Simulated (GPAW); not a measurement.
**A GW chain in GPAW: NaI (Fm-3m)**

Aim: the G0W0 gap of NaI (Fm-3m) on LDA, step by step.

Main program and level: GPAW 26.7.0; LDA and many-body steps on it, plane waves.

**1. Set-up**

It takes space group Fm-3m (No. 225, cubic). The conventional cell has a = 6.473 Å, b = 6.473 Å, c = 6.473 Å, α = 90.00°, β = 90.00°, γ = 90.00°. Na has 6 I at 3.24 Å nearest. Nearest to I lie 6 Na at 3.24 Å. Farther neighbours and most contacts between anions are not listed.

The cell and positions come from the Crystallography Open Database and are kept as given unless a step says otherwise. Spin-orbit coupling is left out unless a step names it.

**2. Ground state**

This step: GPAW 26.7.0; DFT, LDA, plane waves, PAW.

The ground-state density comes first.

run.py reads:

```python
import json
import numpy as np
from gpaw.mpi import world
from ase import Atoms
from gpaw import GPAW, PW, FermiDirac

atoms = Atoms(['Na', 'I'],
    cell=[[0.0000000000, 3.2364000000, 3.2364000000],
      [3.2364000000, 0.0000000000, 3.2364000000],
      [3.2364000000, 3.2364000000, 0.0000000000]],
    scaled_positions=[[0.0000000000, 0.0000000000, 0.0000000000],
      [0.5000000000, 0.5000000000, 0.5000000000]],
    pbc=(True, True, True))
calc = GPAW(mode=PW(450),
    xc='LDA',
    kpts={'size': (6, 6, 6), 'gamma': True},
    occupations=FermiDirac(0.001),
    nbands=-7,
    convergence={'density': 1e-6, 'bands': -3},
    maxiter=100,
    txt='gs.txt')
atoms.calc = calc
res = {'energy': atoms.get_potential_energy()}
kpts = calc.get_ibz_k_points()
res['kpts'] = kpts
res['eigenvalues'] = [calc.get_eigenvalues(kpt=k) for k in range(len(kpts))]
res['n_electrons'] = calc.get_number_of_electrons()
calc.write('gs.gpw')

if world.rank == 0:
    with open('result.json', 'w') as f:
        json.dump(res, f, default=lambda x: x.tolist())
```

Run with:

```sh
> mpirun -n 4 gpaw python run.py
```

Numbers of over 12 decimals in the logs are rounded to 6 here.

Log:

```text
__  _  _
 | _ |_)|_||  |
 |__||  | ||/\| - 26.7.0

Input parameters:
  mode=PW(ecut=450.000000),
  convergence={'density': 1e-06, 'bands': -3},
  kpts=MonkhorstPack(size=(6, 6, 6), gamma=True),
  maxiter=100,
  nbands=-7,
  occupations=Occupations(name='fermi-dirac', width=0.001, fixmagmom=False),
  xc=XC(name='LDA')
  [... matrices ...]
Diagonalizing LCAO Hamiltonian
Converting LCAO to pw mode

                 I

       Na

Atoms  # Å, Bohr magnetons
|   | symbol |        x |        y |        z |    initial magnetic moments |
| 0 |     Na | 0.000000 | 0.000000 | 0.000000 | ( 0.0000,  0.0000,  0.0000) |
| 1 |      I | 3.236400 | 3.236400 | 3.236400 | ( 0.0000,  0.0000,  0.0000) |

Unit cell  # Å
| periodic |        x |        y |        z |  lengths |    angles |
|      yes | 0.000000 | 3.236400 | 3.236400 | 4.576961 | 60.000000 |
|      yes | 3.236400 | 0.000000 | 3.236400 | 4.576961 | 60.000000 |
|      yes | 3.236400 | 3.236400 | 0.000000 | 4.576961 | 60.000000 |

Number of symmetries: 48
Symmetry operations  # r_c * U_cc + t_c -> r_c
|    | kind |            matrix            |
|  0 |  σ   |  1, 0, 0,  1, 0,-1,  1,-1, 0 |
|  1 |  C2  |  1, 0, 0,  1,-1, 0,  1, 0,-1 |
|  2 |  E   |  1, 0, 0,  0, 1, 0,  0, 0, 1 |
|  3 |  σ   |  1, 0, 0,  0, 0, 1,  0, 1, 0 |
|  4 |  C4  |  1, 0,-1,  1, 0, 0,  1,-1, 0 |
|  5 |  S6  |  1, 0,-1,  1,-1, 0,  1, 0, 0 |
|  6 |  σ   |  1, 0,-1,  0, 1,-1,  0, 0,-1 |
|  7 |  C3  |  1, 0,-1,  0, 0,-1,  0, 1,-1 |
|  8 |  S6  |  1,-1, 0,  1, 0, 0,  1, 0,-1 |
|  9 |  C4  |  1,-1, 0,  1, 0,-1,  1, 0, 0 |
| 10 |  C3  |  1,-1, 0,  0,-1, 1,  0,-1, 0 |
| 11 |  σ   |  1,-1, 0,  0,-1, 0,  0,-1, 1 |
| 12 |  σ   |  0, 1, 0,  1, 0, 0,  0, 0, 1 |
| 13 |  C4  |  0, 1, 0,  0, 1,-1, -1, 1, 0 |
| 14 |  C3  |  0, 1, 0,  0, 0, 1,  1, 0, 0 |
| 15 |  S6  |  0, 1, 0, -1, 1, 0,  0, 1,-1 |
| 16 |  C2  |  0, 1,-1,  1, 0,-1,  0, 0,-1 |
| 17 |  σ   |  0, 1,-1,  0, 1, 0, -1, 1, 0 |
| 18 |  S4  |  0, 1,-1,  0, 0,-1,  1, 0,-1 |
| 19 |  C4  |  0, 1,-1, -1, 1, 0,  0, 1, 0 |
| 20 |  C3  |  0, 0, 1,  1, 0, 0,  0, 1, 0 |
| 21 |  σ   |  0, 0, 1,  0, 1, 0,  1, 0, 0 |
| 22 |  S6  |  0, 0, 1,  0,-1, 1, -1, 0, 1 |
| 23 |  C4  |  0, 0, 1, -1, 0, 1,  0,-1, 1 |
| 24 |  S4  |  0, 0,-1,  1, 0,-1,  0, 1,-1 |
| 25 |  C3  |  0, 0,-1,  0, 1,-1,  1, 0,-1 |
| 26 |  C2  |  0, 0,-1,  0,-1, 0, -1, 0, 0 |
| 27 |  S6  |  0, 0,-1, -1, 0, 0,  0,-1, 0 |
| 28 |  S4  |  0,-1, 1,  1,-1, 0,  0,-1, 0 |
| 29 |  C4  |  0,-1, 1,  0, 0, 1, -1, 0, 1 |
| 30 |  C2  |  0,-1, 1,  0,-1, 0,  1,-1, 0 |
| 31 |  σ   |  0,-1, 1, -1, 0, 1,  0, 0, 1 |
| 32 |  C3  |  0,-1, 0,  1,-1, 0,  0,-1, 1 |
| 33 |  S6  |  0,-1, 0,  0, 0,-1, -1, 0, 0 |
| 34 |  S4  |  0,-1, 0,  0,-1, 1,  1,-1, 0 |
| 35 |  C2  |  0,-1, 0, -1, 0, 0,  0, 0,-1 |
| 36 |  C2  | -1, 1, 0,  0, 1, 0,  0, 1,-1 |
| 37 |  S6  | -1, 1, 0,  0, 1,-1,  0, 1, 0 |
| 38 |  S4  | -1, 1, 0, -1, 0, 1, -1, 0, 0 |
| 39 |  C3  | -1, 1, 0, -1, 0, 0, -1, 0, 1 |
| 40 |  S6  | -1, 0, 1,  0, 0, 1,  0,-1, 1 |
| 41 |  C2  | -1, 0, 1,  0,-1, 1,  0, 0, 1 |
| 42 |  C3  | -1, 0, 1, -1, 1, 0, -1, 0, 0 |
| 43 |  S4  | -1, 0, 1, -1, 0, 0, -1, 1, 0 |
| 44 |  C2  | -1, 0, 0,  0, 0,-1,  0,-1, 0 |
| 45 |  i   | -1, 0, 0,  0,-1, 0,  0, 0,-1 |
| 46 |  σ   | -1, 0, 0, -1, 1, 0, -1, 0, 1 |
| 47 |  C2  | -1, 0, 0, -1, 0, 1, -1, 1, 0 |

BZ-sampling:
  Number of BZ points: 216
  Number of IBZ points: 16

  Monkhorst-Pack size: [6, 6, 6]
  Monkhorst-Pack shift: [0.083333, 0.083333, 0.083333]

K-points  # in reciprocal-cell coordinates
|     |                                coordinates |     weight |
|   0 | (  0.00000000,   0.00000000,   0.00000000) | 0.00462963 |
|   1 | (  0.16666667,   0.16666667,   0.00000000) | 0.02777778 |
|   2 | (  0.16666667,   0.16666667,   0.16666667) | 0.03703704 |
|   3 | (  0.33333333,   0.16666667,   0.16666667) | 0.05555556 |
|   4 | (  0.33333333,   0.33333333,  -0.33333333) | 0.05555556 |
|   5 | (  0.33333333,   0.33333333,   0.00000000) | 0.02777778 |
|   6 | (  0.33333333,   0.33333333,   0.16666667) | 0.11111111 |
|   7 | (  0.33333333,   0.33333333,   0.33333333) | 0.03703704 |
|   8 | (  0.50000000,   0.33333333,  -0.33333333) | 0.11111111 |
|   9 | (  0.50000000,   0.33333333,  -0.16666667) | 0.05555556 |
| ... |                                            |            |
|  15 | (  0.50000000,   0.50000000,   0.50000000) | 0.01851852 |

Plane wave coefficients: 1484
Cutoff: 450.000000 eV

Spin-components: 1 (collinear spins)
Bands:           14
Projectors:      10
Spin-degeneracy: 2
Datatype:        complex128

  Storage: CPU
  Wave functions: 5_229_056 bytes (1_307_264 per core)
  Projectors: 7_843_584 bytes (1_960_896 per core)
  [... matrices ...]
Parallelization:
  kpt:    4
  domain: 1
  band:   1

Density:
  Valence electrons: 14.0
  Components: 1
  Grid points: [24 24 24]
  Charge: 0.0  # |e|

Potential:
  Grid points: [24 24 24]

species:
  Na:
    name:    Sodium
    Z:       11.0
    valence: 7
    core:    4
    charge:  0.0  # [|e|]
    compensation charges:
      type: gauss
      rc: 0.37  # [Å]
      lmax: 2
    cutoffs:
      filter: 2.17  # [Å]
      core: 2.59  # [Å]
    projectors
    | kind |    occ | energy [eV] | rcut [Å] |
    |   3s |  1.000 |      -2.819 |    1.201 |
    |   2p |  6.000 |     -28.826 |    1.217 |
    |   3p |  0.000 |      -0.774 |    1.217 |
    |    s |        |      24.392 |    1.201 |
    |    d |        |       0.000 |    1.238 |

    Using partial waves for Na as LCAO basis

  I:
    name:    Iodine
    Z:       53.0
    valence: 7
    core:    46
    charge:  0.0  # [|e|]
    compensation charges:
      type: gauss
      rc: 0.37  # [Å]
      lmax: 2
    cutoffs:
      filter: 2.06  # [Å]
      core: 2.90  # [Å]
    projectors
    | kind |    occ | energy [eV] | rcut [Å] |
    |   5s |  2.000 |     -17.626 |    1.164 |
    |   5p |  5.000 |      -7.241 |    1.164 |
    |    s |        |       9.585 |    1.164 |
    |    p |        |      19.970 |    1.164 |
    |    d |        |       0.000 |    1.164 |

    Using partial waves for I as LCAO basis

Reference energy: -197782.193773  # eV

eigensolver:
  PPCG
  Converge bands: -3
  niter=2

density mixing:
  MSR1-Mixer
  Pratt-step length: 0.05
  Maximum mixing coefficient: 0.75
  Old densities: 10
  SVD Regularization: 0.005
  Good broyden scale: 1.0
  Trust region scale: 1.0
  Backstep threshold: 4.0
  History deletion threshold: 6.0
  Fourier metric: weight=20.0, sigma=0.015

occupation numbers:
  Fermi-Dirac:
    width: 0.0010  # eV

poisson solver:
  ecut: 3600.000000  # eV

xc functional:
  name: None

Initialization done in: 0.831 s

convergence criteria:
- Maximum integral of absolute [dens]ity change: 1e-06 electrons / valence electron
- Maximum [total energy] change in last 3 cyles: 0.0005 eV / valence electron
- Maximum integral of absolute [eigenst]ate change: 4e-08 eV^2 / valence electron
maximum number of iterations: 100

SCF iterations
|iter     |     time |      energy | eigst |  dens |
|iter:   1|  |   -6.022325 | +0.72 |       |
|iter:   2|  |   -6.018046 | -0.22 | -1.44 |
|iter:   3|  |   -5.994031 | -1.84 | -1.47 |
|iter:   4|  |   -5.994025 | -3.05 | -2.08 |
|iter:   5|  |   -5.994047c| -4.13 | -2.77 |
|iter:   6|  |   -5.994049c| -6.35 | -3.46 |
|iter:   7|  |   -5.994049c| -7.88c| -4.40 |
|iter:   8|  |   -5.994049c| -8.16c| -5.27 |
|iter:   9|  |   -5.994049c| -9.03c| -5.70 |
|iter:  10|  |   -5.994049c| -9.51c| -6.51c|

Converged in 10 steps
SCF loop duration: 1.312 s (0.131 s/step)
Energy contributions relative to reference atoms: (reference = -197782.193773)
  [... matrices ...]
Energy contributions:
  Kinetic:           7.183255
  Coulomb:          -7.457655
  Zero:             -0.048522
  External:          0.000000
  Xc:               -5.671126
  Entropy:          -0.000000
  Spinorbit:         0.000000
  ----------------------------
  Free energy:      -5.994049
  Extrapolated:     -5.994049

dipole moment: (-6.095247, -6.095247, -6.095247)  # |e|*Ang

Fermi level: 2.010
Eigenvalues  # (at kpt = [0.000, 0.000, 0.000])
| band index |      eig [eV] | occ [0-2] |
|          0 |       -21.962 |     2.000 |
|          1 |       -21.962 |     2.000 |
|          2 |       -21.962 |     2.000 |
|          3 |       -10.653 |     2.000 |
|          4 |         0.450 |     2.000 |
|          5 |         0.450 |     2.000 |
|          6 |         0.450 |     2.000 |
|          7 |         3.795 |     0.000 |
|          8 |         8.289 |     0.000 |
|          9 |         8.289 |     0.000 |
|         10 |         8.289 |     0.000 |
|         11 |        10.192 |     0.000 |
|         12 |        10.192 |     0.000 |
|         13 |        10.791 |     0.000 |

Gap: 3.345 eV
Transition (v -> c):
  (s=0, k=0, n=6, [0.00, 0.00, 0.00]) -> (s=0, k=0, n=7, [0.00, 0.00, 0.00])
No difference between direct/indirect transitions
# Writing to gs.gpw (mode='')
  [... matrices ...]
```

Wall time 3.7 s (4 MPI ranks of Arm Neoverse V2, shared host); peak memory 0.51 GiB.

This step gave:

```
total energy               : -5.994 eV
gap                        : 3.345 eV
k of the valence top       : 0, 0, 0
k of the conduction bottom : 0, 0, 0
least direct gap           : 3.345 eV
```

The gap is direct, at Γ.

**3. Empty states on the mesh, 4×4×4 mesh, 163 bands**

The sums over transitions need many empty states on a uniform mesh; this step solves for them.

run.py reads:

```python
import json
import numpy as np
from gpaw.mpi import world
from gpaw import GPAW

calc = GPAW('gs.gpw').fixed_density(kpts={'size': (4, 4, 4), 'gamma': True},
    parallel={'domain': 1, 'band': 1},
    txt='nscf.txt')
calc.diagonalize_full_hamiltonian(nbands=163)
calc.write('full.gpw', mode='all')
res = {}
kpts = calc.get_ibz_k_points()
res['kpts'] = kpts
res['eigenvalues'] = [calc.get_eigenvalues(kpt=k) for k in range(len(kpts))]
res['n_electrons'] = calc.get_number_of_electrons()

if world.rank == 0:
    with open('result.json', 'w') as f:
        json.dump(res, f, default=lambda x: x.tolist())
```

Run with:

```sh
> mpirun -n 4 gpaw python run.py
```

Log:

```text
Diagonalizing LCAO Hamiltonian
Converting LCAO to pw mode
convergence criteria:
- Maximum integral of absolute [eigenst]ate change: 4e-08 eV^2 / valence electron
maximum number of iterations: 100

SCF iterations
|iter     |     time |      energy | eigst |  dens |
|iter:   1|  |             | +0.64 |       |
|iter:   2|  |             | +0.08 |       |
|iter:   3|  |             | -1.14 |       |
|iter:   4|  |             | -3.12 |       |
|iter:   5|  |             | -5.28 |       |
|iter:   6|  |             | -7.09 |       |
|iter:   7|  |             | -8.16c|       |
SCF steps: 7
  __  _  _
 | _ |_)|_||  |
 |__||  | ||/\| - 26.7.0

Input parameters:
  mode=PW(ecut=450.000000),
  convergence={'density': 1e-06, 'bands': -3},
  gpts=array([24, 24, 24]),
  kpts=MonkhorstPack(size=(4, 4, 4), gamma=True),
  maxiter=100,
  nbands=14,
  occupations=Occupations(name='fermi-dirac', width=0.001, fixmagmom=False),
  parallel={'domain': 1, 'band': 1},
  xc=XC(name='LDA')
Matrix size: 1475x1475
# Writing to full.gpw (mode='all')
  [... matrices ...]

timing:  # [seconds]
  Total: 14.187  # ━━━━━━━━━━━━━━━━━━━━━━━━━━━━━━━━━━━━━━━━━━━━━━━━━━━━━━━━━━
```

Run time: 17 s. Hardware: 4 MPI ranks; peak memory 1.3 GiB.

Numbers from this step:

- gap: 3.345 eV
- k of the valence top: 0, 0, 0
- k of the conduction bottom: 0, 0, 0
- least direct gap: 3.345 eV
- k points computed: 8
- lowest point of the top converged band, above the valence top: 93.5616 eV

On this mesh the gap is 3.345 eV.

**4. Screening and self-energy, 4×4×4 mesh, 153 bands, screening to 100 eV**

G0W0 replaces the xc potential by the self-energy, built once from these orbitals. Only a window of levels is corrected, while the sums run over the empty bands that the input names.

This step: G0W0 on LDA, plane waves, PAW.

run.py reads:

```python
import json
import numpy as np
from gpaw.mpi import world
from gpaw.response.g0w0 import G0W0

gw = G0W0('full.gpw',
    filename='gw',
    kpts=[0],
    bands=(5, 9),
    ecut=100,
    nbands=153,
    integrate_gamma='WS',
    ppa=True)
gw.calculate()
res = {mode: {k: v for k, v in r.items() if k != 'sigma_eskwn'}
       for mode, r in gw.all_results.items()}

if world.rank == 0:
    with open('result.json', 'w') as f:
        json.dump(res, f, default=lambda x: x.tolist())
```

Run with:

```sh
> mpirun -n 4 gpaw python run.py
```

Log:

```text
Using integrator: PointIntegrator
FrequencyGridDescriptor(from 0.000+0.000j to 0.000+27.211j eV, 2 points)
Nonperiodic BCs:  [False False False]
Using integrator: PointIntegrator
FrequencyGridDescriptor(from 0.000+0.000j to 0.000+27.211j eV, 2 points)
Nonperiodic BCs:  [False False False]
  ___  _ _ _
 |   || | | |
 | | || | | |
 |__ ||_____|
 |___|

BZ k-points: Symmetries present (total): 48

  [... matrices ...]
64 k-points: 4 x 4 x 4 Monkhorst-Pack grid + [1/8,1/8,1/8]
8 k-points in the irreducible part of the Brillouin zone
       k-points in crystal coordinates                weights
   0:     0.00000000    0.00000000    0.00000000          1/64
   1:     0.25000000    0.25000000    0.00000000          6/64
   2:     0.25000000    0.25000000    0.25000000          8/64
   3:     0.50000000    0.25000000   -0.25000000          6/64
   4:     0.50000000    0.25000000    0.25000000         12/64
   5:     0.50000000    0.50000000    0.00000000          3/64
   6:     0.50000000    0.50000000    0.25000000         24/64
   7:     0.50000000    0.50000000    0.50000000          4/64

Distributing spins, k-points and bands (1 x 1 x 4) over 4 processes
Number of blocks: 1

Quasi particle states:
k-points (IBZ indices): [0]
Band range: (5, 9)
  [... matrices ...]
Computational parameters:
Plane wave cut-off: 100 eV
Number of bands: 153
Coulomb cutoff: None
Broadening: 0.1 eV

fxc modes: GW
Kernel: RPA
Using Godby-Needs plasmon-pole approximation:
  Fitting energy: i*E0, E0 = 1.000 Hartree
Summing all q:

Calculating screened Coulomb potential
No Coulomb truncation
FrequencyGridDescriptor(from 0.000+0.000j to 0.000+27.211j eV, 2 points)
Removing empty qpoint cache files...

Calculating chi0 body with:
    Ground state adapter containing:
    Number of spins: 1
    Number of kpoints: 64
    Number of irreducible kpoints: 8
    Number of completely occupied states: 7
    Number of partially occupied states: 7
    Occupied states memory: 1.4765625 M / cpu

    Linear response parametrization:
    q_c: [0.0, 0.0, 0.0]
    Number of frequency points: 2
    Planewave cutoff: 100.0
    Number of bands: 153
    Number of planewaves: 169
    Broadening (eta): 1e-06
    comm.size: 4
    kncomm.size: 4
    blockcomm.size: 1

    Memory estimate of potentially large arrays:
        chi0_wGG: 0.871613 M / cpu
Integrating chi0 body.

Symmetries of q_c:
    Direct symmetries (Uq -> q): 48
    Indirect symmetries (TUq -> q): 0
In total 48 allowed symmetries.

  [... matrices ...]
8 groups of equivalent kpoints. 87.5% reduction.

Integral kind: response function
Integrating chi0 head and wings.

Symmetries of q_c:
    Direct symmetries (Uq -> q): 48
    Indirect symmetries (TUq -> q): 0
In total 48 allowed symmetries.

  [... matrices ...]
8 groups of equivalent kpoints. 87.5% reduction.

Integral kind: response function wings

Calculating chi0 body with:
    Ground state adapter containing:
    Number of spins: 1
    Number of kpoints: 64
    Number of irreducible kpoints: 8
    Number of completely occupied states: 7
    Number of partially occupied states: 7
    Occupied states memory: 1.4765625 M / cpu

    Linear response parametrization:
[... the further q-points ...]

Results:
f:      Occupation numbers
eps:     KS-eigenvalues [eV]
vxc:     KS vxc [eV]
exx:     Exact exchange [eV]
sigma:   Self-energies [eV]
dsigma:  Self-energy derivatives
Z:       Renormalization factors
qp:      QP-energies [eV]

k-point 0 (0): (0.000, 0.000, 0.000)                GW
band       f     eps     vxc     exx   sigma  dsigma       Z      qp
                                                                   GW
   5   1.000   0.450 -14.843 -17.553   1.392  -0.236   0.809  -0.616
   6   1.000   0.450 -14.843 -17.553   1.392  -0.236   0.809  -0.616
   7   0.000   3.795  -9.635  -5.434  -3.001  -0.187   0.842   4.805
   8   0.000   8.289  -8.164  -3.700  -3.419  -0.202   0.832   9.159
```

The job ended after 50 s (4 MPI ranks; peak memory 1.2 GiB; 3.3 min of CPU time).

Numbers from this step:

```yaml
g0w0_gap_on_the_points_computed: 5.421 eV
least_direct_g0w0_gap_on_the_computed_points: 5.421 eV
z_at_the_valence_top: 0.8088
z_at_the_conduction_bottom: 0.8421
starting_gap_on_the_mesh: 3.345 eV
k_of_the_valence_top: 0, 0, 0
k_of_the_conduction_bottom: 0, 0, 0
```

The gap on the mesh goes from 3.34 eV to 5.42 eV, a correction of +2.08 eV.

Limits: finite bands, cutoff and mesh; no spin-orbit coupling. v1 is the top filled band, c1 the lowest empty one. Levels before and after the correction, in eV, zero at the valence-band top of each column:

```
           conduction bottom  valence top
Kohn-Sham               3.34         0.00
     G0W0               5.42         0.00
```

```
             level  energy (eV)
Kohn-Sham  Γ v2-v1        0.000
Kohn-Sham     Γ c1        3.345
Kohn-Sham     Γ c2        7.839
     G0W0  Γ v2-v1        0.000
     G0W0     Γ c1        5.421
     G0W0     Γ c2        9.775
```

**5. Where the time went**

Times are wall times on 4 MPI ranks of Arm Neoverse V2, shared host, good to a factor of about two.

```
                     step   time  share  memory (GiB)
             ground state  3.7 s    5 %          0.51
 empty states on the mesh   17 s   24 %           1.3
screening and self-energy   50 s   70 %           1.2
```

**6. What came out**

| Item | Value |
| --- | --- |
| LDA gap | 3.34 eV, direct |
| G0W0 gap on the mesh | 5.42 eV |
| GW settings | 4×4×4 mesh, 153 bands, screening to 100 eV, Godby-Needs plasmon pole |
| known limits | not at the basis limit; no spin-orbit coupling |

G0W0 moves the gap on the mesh from 3.34 eV to 5.42 eV (+2.08 eV), with Z of 0.81 and 0.84 at the edges. Only 1 of the mesh's irreducible points was corrected, so a valley elsewhere could overtake. The dearest step here is «screening and self-energy». Bands and cutoff are finite, so the gap is not at the basis limit. The miss can reach some tenths of an eV and take either sign; the mesh is an error of its own. These stock PAW sets were not made for GW; the filled d or f shell of I lies in the frozen core, which bears on start and correction. In the G0W0 run levels were corrected at 1 k point alone, so a gap called «on the mesh» is the least over those, and an edge elsewhere would be missed. The many-body steps are scalar-relativistic: spin-orbit coupling is not in them.

[Paths, hosts, dates, memory and timing lines, banners, echoed tables and standing remarks are left out of the program output.]

[Logs are printed without paths, hosts, clocks, repeated set-up lines and the standing remarks that a program may print on its own settings, such as how far it seeks lower states.]

[Runs of the session that timed out or met a known fault of the program may be left out.]

[Hosts, paths, dates, database ids (printed as entryN), source tags and the programs' standing remarks are cut or masked in the printed files.]
